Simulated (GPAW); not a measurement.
**B/Ti(0001): work function by functional and basis**

Wanted: work functions and dipole of B/Ti(0001), with the cost of each level.

Method: GPAW, PAW setups; slab in vacuum, relaxation, in the first sound run; inputs show where later runs differ, in GPAW 26.7.0.

This is a report of a sequence of runs, with most program output left out.

## (1) The starting structure

The cell holds 5 atoms: 4 Ti and 1 B. Its edges and angles: a = 2.950 Å, b = 2.950 Å, c = 26.774 Å, α = 90.0°, β = 90.0°, γ = 60.0°. Vacuum lies along c.

As a file:

```
Ti B
1.0
     2.95000    0.00000    0.00000
     1.47500    2.55477    0.00000
     0.00000    0.00000   26.77412
Ti B
4 1
Cartesian
  2.9500 1.7032 9.0000
  0.0000 0.0000 11.3423
  2.9500 1.7032 13.6846
  0.0000 0.0000 16.0269
  1.4750 0.8516 17.7741
```

## (2) Relaxation

Forces are removed first; all later runs use this geometry. The lowest 2 atoms are held at bulk positions and keep their forces.

The input, run.py:

```python
import json
import numpy as np
from ase import Atoms
from ase.constraints import FixAtoms
from ase.optimize import BFGS
from gpaw import GPAW, PW

slab = Atoms(
    ['Ti', 'Ti', 'Ti', 'Ti', 'B'],
    positions=[
        [2.95000, 1.70318, 9.00000],
        [0.00000, 0.00000, 11.34230],
        [2.95000, 1.70318, 13.68460],
        [0.00000, 0.00000, 16.02690],
        [1.47500, 0.85159, 17.77412]],
    cell=[[2.95, 0.0, 0.0], [1.475, 2.55477, 0.0], [0.0, 0.0, 26.77412]],
    pbc=[True, True, False])

slab.calc = GPAW(mode=PW(500), xc='PBE', kpts={'size': (12, 12, 1), 'gamma': True},
                 occupations={'name': 'fermi-dirac', 'width': 0.1}, nbands='200%',
                 convergence={'density': 1e-05}, maxiter=200,
                 poissonsolver={'dipolelayer': 'xy'},
                 symmetry={'tolerance': 1e-3, 'extra_ids': [1, 1, 0, 0, 0]}, txt='slab.txt')
result = {}
slab.set_constraint(FixAtoms([0, 1]))
path = []
opt = BFGS(slab, maxstep=0.2)
opt.attach(lambda: path.append((slab.get_potential_energy(), slab.positions.tolist(), slab.get_forces().tolist())))
result['relaxed'] = bool(opt.run(fmax=0.03, steps=40))
result['path'] = path
energy = slab.get_potential_energy()
fermi = slab.calc.get_fermi_level()
v = slab.calc.get_electrostatic_potential().mean((0, 1)) - fermi
n = slab.calc.get_pseudo_density().mean((0, 1))
L = slab.cell[2, 2]
z = np.arange(len(v)) * L / len(v)
low, high = slab.positions[:, 2].min(), slab.positions[:, 2].max()
below, above = np.interp([low - 6.8, high + 6.8], z, v)
slopes = [np.interp(x, z, np.gradient(v, z)) for x in (low - 6.8, high + 6.8)]
eps = np.array([[slab.calc.get_eigenvalues(k, s) for k in range(len(slab.calc.get_ibz_k_points()))]
                for s in range(slab.calc.get_number_of_spins())]) - fermi
top, bottom = eps[eps < 0].max(), eps[eps > 0].min()
dipole = slab.get_dipole_moment()[2]
print(f'energy {energy:.4f} eV, Fermi level {fermi:.4f} eV, dipole {dipole:.5f} e A')
print(f'potential 6.8 A off the faces, from the Fermi level: lower {below:.4f} eV, upper {above:.4f} eV')
print(f'slope of the potential there: lower {slopes[0]:.5f}, upper {slopes[1]:.5f} eV/A')
print(f'nearest levels on the mesh: {top:.4f} and {bottom:.4f} eV')
print('magnetic moment', round(slab.get_magnetic_moment(), 3))
result.update(energy=energy, fermi=fermi, dipole=dipole, below=below, above=above, slopes=slopes, edges=[top, bottom],
              z=z.tolist(), v=v.tolist(), n=n.tolist(), positions=slab.positions.tolist(),
              forces=slab.get_forces(apply_constraint=False).tolist(), moments=slab.get_magnetic_moments().tolist())
json.dump(result, open('result.json', 'w'))
```

Run with:

```sh
$ OMP_NUM_THREADS=1 OPENBLAS_NUM_THREADS=1 python run.py
```

Run time: 38 min. Hardware: 1 thread of Arm Neoverse V1, shared host; peak memory 0.3 GiB.

Relaxation path:

```
step  energy less that of the first step (eV)  largest force (eV/Å)
   1                                   0.0000                1.4373
   2                                  -0.0544                1.2904
   3                                  -0.0699                1.6604
   4                                  -0.2010                0.3520
   5                                  -0.2066                0.0934
   6                                  -0.2067                0.0559
   7                                  -0.2068                0.0693
   8                                  -0.2072                0.0854
   9                                  -0.2075                0.0611
  10                                  -0.2077                0.0434
  11                                  -0.2078                0.0451
  12                                  -0.2081                0.0440
  13                                  -0.2084                0.0577
  14                                  -0.2089                0.0663
  15                                  -0.2093                0.0454
  16                                  -0.2093                0.0153
```

The atoms that moved most (Å):

```
atom     dx     dy      dz  length
  B5  0.000  0.000  -0.184   0.184
 Ti4  0.000  0.000   0.074   0.074
 Ti3  0.000  0.000  -0.012   0.012
```

The relaxed structure:

```xyz
5
Lattice="2.9500 0.0000 0.0000 1.4750 2.5548 0.0000 0.0000 0.0000 26.7741" Properties=species:S:1:pos:R:3
Ti    2.9500    1.7032    9.0000
Ti    0.0000    0.0000   11.3423
Ti    2.9500    1.7032   13.6726
Ti    0.0000    0.0000   16.1006
B     1.4750    0.8516   17.5902
```

This step gave:

| Item | Value |
| --- | --- |
| dipole along the normal | -0.03701 e·Å |
| levels nearest the Fermi level on the mesh | -0.01150, 0.01691 eV from the Fermi level |
| upper work function | 5.294 eV |
| lower work function | 4.405 eV |

The electrostatic potential energy of an electron (without an applied field's), less the Fermi level, planar mean oscillates, so the rows of the table below give means over windows of 2.39 Å about each position, cut where the curve ends. Its maxima inside the range that stand out by 2 % of the span (Å: eV): 10.1: -0.191, 12.5: -0.421, 14.9: 0.157, 17.0: -3.93. Its minima: 9.0: -19.6, 11.4: -19.4, 13.7: -19.4, 16.1: -19.1, 17.6: -10.00.

The electrostatic potential energy of an electron (without an applied field's), less the Fermi level, planar mean by z; means over each step:

z (Å), electrostatic potential energy of an electron (without an applied field's), less the Fermi level, planar mean (eV) and a bar from the least value:
```
     1.20        4.4 ############################
     3.58        4.4 ############################
     5.97        4.2 ############################
     8.36       -6.9 ###
    10.75       -8.2 
    13.14       -8.3 
    15.53       -7.9 #
    17.92       -2.0 ##############
    20.31        5.2 ##############################
    22.70        5.3 ##############################
    25.09        5.3 ##############################
```

Pseudo valence density, planar mean against z:

```
z (Å)  pseudo valence density, planar mean (e/Å³)
  4.5                                      6.9e-5
  5.0                                      2.1e-4
  5.5                                      6.6e-4
  6.0                                     0.00201
  6.5                                     0.00585
  7.0                                      0.0167
  7.5                                      0.0422
  8.0                                       0.115
  8.5                                       0.622
  9.0                                        1.61
  9.5                                       0.639
 10.0                                       0.207
 10.5                                       0.251
 11.0                                       0.989
 11.5                                        1.43
 12.0                                       0.398
 12.5                                       0.194
 13.0                                       0.368
 13.5                                        1.38
 14.0                                        1.02
 14.5                                       0.250
 15.0                                       0.179
 15.5                                       0.446
 16.0                                        1.51
 16.5                                       0.895
 17.0                                       0.353
 17.5                                       0.296
 18.0                                       0.219
 18.5                                      0.0856
 19.0                                      0.0234
 19.5                                     0.00551
 20.0                                     0.00134
 20.5                                      3.1e-4
 21.0                                      7.4e-5
```

The relaxation lowered the energy of the cell by 0.209 eV (energies extrapolated to zero smearing; the optimiser's log prints free energies). The largest force left on a free atom is 0.015 eV/Å.

## (3) Plane waves, PBE

The work function is the vacuum plateau of the electrostatic potential less the Fermi level; a dipole layer lets the two faces have plateaus of their own.

This step: GPAW, PAW setups; slab in vacuum (GPAW 26.7.0).

Edit run.py of step 2 so:

```diff
@@ -3,4 +3,2 @@
 from ase import Atoms
-from ase.constraints import FixAtoms
-from ase.optimize import BFGS
 from gpaw import GPAW, PW
@@ -12,5 +10,5 @@
         [0.00000, 0.00000, 11.34230],
-        [2.95000, 1.70318, 13.68460],
-        [0.00000, 0.00000, 16.02690],
-        [1.47500, 0.85159, 17.77412]],
+        [2.95000, 1.70318, 13.67259],
+        [-0.00000, 0.00000, 16.10060],
+        [1.47500, 0.85159, 17.59015]],
     cell=[[2.95, 0.0, 0.0], [1.475, 2.55477, 0.0], [0.0, 0.0, 26.77412]],
@@ -22,10 +20,4 @@
                  poissonsolver={'dipolelayer': 'xy'},
-                 symmetry={'tolerance': 1e-3, 'extra_ids': [1, 1, 0, 0, 0]}, txt='slab.txt')
+                 symmetry={'tolerance': 1e-3}, txt='slab.txt')
 result = {}
-slab.set_constraint(FixAtoms([0, 1]))
-path = []
-opt = BFGS(slab, maxstep=0.2)
-opt.attach(lambda: path.append((slab.get_potential_energy(), slab.positions.tolist(), slab.get_forces().tolist())))
-result['relaxed'] = bool(opt.run(fmax=0.03, steps=40))
-result['path'] = path
 energy = slab.get_potential_energy()
```

Run time: 2.8 min. Hardware: 1 thread; peak memory 0.29 GiB.

This step gave:

```
dipole along the normal                    : -0.03698 e·Å
levels nearest the Fermi level on the mesh : -0.01153, 0.01692 eV from the Fermi level
```

The electrostatic potential energy of an electron (without an applied field's), less the Fermi level, planar mean oscillates, so the rows of the table below give means over windows of 2.39 Å about each position, cut where the curve ends. Its maxima inside the range that stand out by 2 % of the span (Å: eV): 10.1: -0.191, 12.5: -0.421, 14.9: 0.157, 17.0: -3.93. Its minima: 9.0: -19.6, 11.4: -19.4, 13.7: -19.4, 16.1: -19.1, 17.6: -10.00.

Electrostatic potential energy of an electron (without an applied field's), less the Fermi level, planar mean against z; means over each step:

```
z (Å)  electrostatic potential energy of an electron (without an applied field's), less the Fermi level, planar mean (eV)
 1.20                                                                                                                4.44
 3.58                                                                                                                4.40
 5.97                                                                                                                4.23
 8.36                                                                                                               -6.94
10.75                                                                                                               -8.20
13.14                                                                                                               -8.27
15.53                                                                                                               -7.86
17.92                                                                                                               -2.04
20.31                                                                                                                5.24
22.70                                                                                                                5.29
25.09                                                                                                                5.29
```

The pseudo valence density, planar mean oscillates, so the rows of the table below give means over windows of 2.29 Å about each position, cut where the curve ends. Its maxima inside the range that stand out by 2 % of the span (Å: e/Å³): 9.0: 1.63, 11.3: 1.59, 13.6: 1.56, 16.1: 1.62. Its minima: 10.1: 0.191, 12.4: 0.193, 14.9: 0.172.

Table of pseudo valence density, planar mean by z; means over each step:

```
z (Å)  pseudo valence density, planar mean (e/Å³)
 3.44                                      1.6e-5
 5.72                                     0.00263
 8.02                                       0.449
10.30                                       0.664
12.59                                       0.669
14.88                                       0.602
17.18                                       0.546
19.46                                      0.0228
21.75                                      3.5e-5
```

Force by atom:

```
atom  x (eV/Å)  y (eV/Å)  z (eV/Å)   size
 Ti1     0.000     0.000     0.508  0.508
 Ti2     0.000     0.000    -0.512  0.512
 Ti3     0.000     0.000     0.002  0.002
 Ti4     0.000     0.000     0.015  0.015
  B5     0.000     0.000    -0.012  0.012
```

The potential is flat to 1.8e-5 eV/Å where it is read, so the vacuum is wide enough.

## (4) OptPBE vdW: xc = "optPBE-vdW"

The same geometry under optPBE-vdW, to see how far the functional moves the levels against the vacuum (the van der Waals functionals take revPBE setups).

Edit run.py of step 3 so:

```diff
@@ -16,3 +16,3 @@
 
-slab.calc = GPAW(mode=PW(500), xc='PBE', kpts={'size': (12, 12, 1), 'gamma': True},
+slab.calc = GPAW(mode=PW(500), xc='optPBE-vdW', kpts={'size': (12, 12, 1), 'gamma': True},
                  occupations={'name': 'fermi-dirac', 'width': 0.1}, nbands='200%',
```

The job ended after 3.1 min (1 thread; peak memory 0.47 GiB).

This step gave:

```yaml
dipole_along_the_normal: -0.03793 e·Å
levels_nearest_the_fermi_level_on_the_mesh: -0.01584, 5.61e-4 eV from the Fermi level
upper_work_function: 5.462 eV
lower_work_function: 4.549 eV
```

The electrostatic potential energy of an electron (without an applied field's), less the Fermi level, planar mean oscillates, so the rows of the table below give means over windows of 2.39 Å about each position, cut where the curve ends. Its maxima inside the range that stand out by 2 % of the span (Å: eV): 10.1: -0.216, 12.5: -0.436, 14.9: 0.152, 17.0: -3.91. Its minima: 9.0: -19.5, 11.4: -19.3, 13.7: -19.3, 16.1: -19.0, 17.6: -9.96.

The electrostatic potential energy of an electron (without an applied field's), less the Fermi level, planar mean by z; means over each step:

```
z (Å)  electrostatic potential energy of an electron (without an applied field's), less the Fermi level, planar mean (eV)
 1.20                                                                                                                4.59
 3.58                                                                                                                4.55
 5.97                                                                                                                4.34
 8.36                                                                                                               -6.87
10.75                                                                                                               -8.16
13.14                                                                                                               -8.22
15.53                                                                                                               -7.82
17.92                                                                                                               -1.98
20.31                                                                                                                5.40
22.70                                                                                                                5.46
25.09                                                                                                                5.46
```

The pseudo valence density, planar mean oscillates, so the rows of the table below give means over windows of 2.29 Å about each position, cut where the curve ends. Its maxima inside the range that stand out by 2 % of the span (Å: e/Å³): 9.0: 1.63, 11.3: 1.60, 13.6: 1.56, 16.1: 1.62. Its minima: 10.1: 0.189, 12.4: 0.190, 14.9: 0.171.

The pseudo valence density, planar mean by z; means over each step:

```
z (Å)  pseudo valence density, planar mean (e/Å³)
 3.44                                      2.4e-5
 5.72                                     0.00275
 8.02                                       0.449
10.30                                       0.664
12.59                                       0.669
14.88                                       0.602
17.18                                       0.545
19.46                                      0.0229
21.75                                      4.8e-5
```

Force by atom:

```
atom  x (eV/Å)  y (eV/Å)  z (eV/Å)   size
 Ti1     0.000     0.000     0.450  0.450
 Ti2     0.000     0.000    -0.499  0.499
 Ti3     0.000     0.000     0.025  0.025
 Ti4     0.000     0.000    -0.097  0.097
  B5     0.000     0.000     0.121  0.121
```

The upper face's work function is 5.462 eV, against 5.294 eV in the first plane-wave PBE run at this geometry.

## (5) Self-consistent run: xc = "vdW-DF2"

The same geometry under vdW-DF2, to see how far the functional moves the levels against the vacuum (the van der Waals functionals take revPBE setups).

Edit run.py of step 4 so:

```diff
@@ -16,3 +16,3 @@
 
-slab.calc = GPAW(mode=PW(500), xc='optPBE-vdW', kpts={'size': (12, 12, 1), 'gamma': True},
+slab.calc = GPAW(mode=PW(500), xc='vdW-DF2', kpts={'size': (12, 12, 1), 'gamma': True},
                  occupations={'name': 'fermi-dirac', 'width': 0.1}, nbands='200%',
```

Wall time 3.3 min (1 thread); peak memory 0.47 GiB.

This step gave:

- dipole along the normal: -0.04056 e·Å
- levels nearest the Fermi level on the mesh: -0.01198, 0.02062 eV from the Fermi level
- upper work function: 5.599 eV
- lower work function: 4.623 eV

The upper face's work function is 5.599 eV, against 5.294 eV in the first plane-wave PBE run at this geometry.

## (6) Self-consistent run: xc = "revPBE"

The same geometry under revPBE, to see how far the functional moves the levels against the vacuum.

Edit run.py of step 5 so:

```diff
@@ -16,3 +16,3 @@
 
-slab.calc = GPAW(mode=PW(500), xc='vdW-DF2', kpts={'size': (12, 12, 1), 'gamma': True},
+slab.calc = GPAW(mode=PW(500), xc='revPBE', kpts={'size': (12, 12, 1), 'gamma': True},
                  occupations={'name': 'fermi-dirac', 'width': 0.1}, nbands='200%',
```

Elapsed: 2.8 min, on 1 thread; peak memory 0.29 GiB.

Numbers from this step:

* dipole along the normal: -0.03759 e·Å
* levels nearest the Fermi level on the mesh: -0.01130, 0.02207 eV from the Fermi level
* upper work function: 5.208 eV
* lower work function: 4.304 eV

The upper face's work function is 5.208 eV, against 5.294 eV in the first plane-wave PBE run at this geometry.

[end of part 1 of 2]

[Logs are printed without paths, hosts, clocks, repeated set-up lines and the standing remarks that a program may print on its own settings, such as how far it seeks lower states.]

[Hosts, paths, dates, database ids (printed as entryN), source tags and the programs' standing remarks are cut or masked in the printed files.]
